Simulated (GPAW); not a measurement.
Input of a GPAW 26.7.0 run:

Contents of run.py:

```python
from ase import Atoms
from ase.dft.bandgap import bandgap
from ase.io import write
from ase.units import Bohr, GPa
from gpaw import GPAW, PW
from gpaw.elf import elf_from_dft_calculation

atoms = Atoms(['Al', 'Al', 'Al', 'Al', 'O', 'O', 'O', 'O', 'O', 'O'],
              cell=[[4.613777, 0.0, 0.0],
                    [0.0, 9.563279, 0.0],
                    [0.0, 0.0, 3.119862]],
              scaled_positions=[[0.982975, 0.824573, 0.0],
                                [0.017025, 0.175427, 0.0],
                                [0.482975, 0.675427, 0.5],
                                [0.517025, 0.324573, 0.5],
                                [0.5, 0.5, 0.5],
                                [0.123635, 0.75305, 0.5],
                                [0.376365, 0.25305, 0.0],
                                [0.623635, 0.74695, 0.0],
                                [0.0, 0.0, 0.0],
                                [0.876365, 0.24695, 0.5]],
              pbc=True)

calc = GPAW(mode=PW(800),
            xc='PBE',
            kpts={'size': (6, 3, 9), 'gamma': True},
            occupations={'name': 'fermi-dirac', 'width': 0.05},
            nbands=44,
            convergence={'density': 1e-05, 'energy': 1e-05},
            maxiter=150,
            txt='gpaw.txt')
atoms.calc = calc
energy = atoms.get_potential_energy()
forces = atoms.get_forces()
stress = atoms.get_stress()
calc.write('gs.gpw')
write('result.traj', atoms)
print(f'Energy: {energy:.6f} eV')
print('Forces (eV/A):')
print(forces.round(4))
print('Stress (GPa):', (stress / GPa).round(3))
print('Fermi level:', round(calc.get_fermi_level(), 4), 'eV')
print(f'Gap: {bandgap(calc)[0]:.4f} eV, direct: {bandgap(calc, direct=True)[0]:.4f} eV')

# fields on the real-space grid
write('density.cube', atoms, data=calc.get_pseudo_density() * Bohr**3)
write('potential.cube', atoms, data=calc.get_electrostatic_potential())
write('elf.cube', atoms, data=elf_from_dft_calculation(calc).data)
```

Potentials or basis: GPAW PAW data sets (gpaw-data 1.2.1), pw.

Run with:

```console
$ OMP_NUM_THREADS=1 python run.py
```

Problem. Predict the pressure.

Solution. 1.8 GPa.

Problem. What does it give for the largest force?

Solution. 0.201 eV/Å.

Forces in eV/Å, atoms in the order of the input:
```
Al  -0.033 -0.164  0.000
Al   0.033  0.164  0.000
Al  -0.033  0.164  0.000
Al   0.033 -0.164  0.000
O    0.000  0.000  0.000
O    0.126 -0.156  0.000
O   -0.126 -0.155  0.000
O    0.126  0.155  0.000
O    0.000  0.000  0.000
O   -0.126  0.156  0.000
```

Caveat: an odd mesh through Γ misses points on the zone boundary, where band edges often lie.
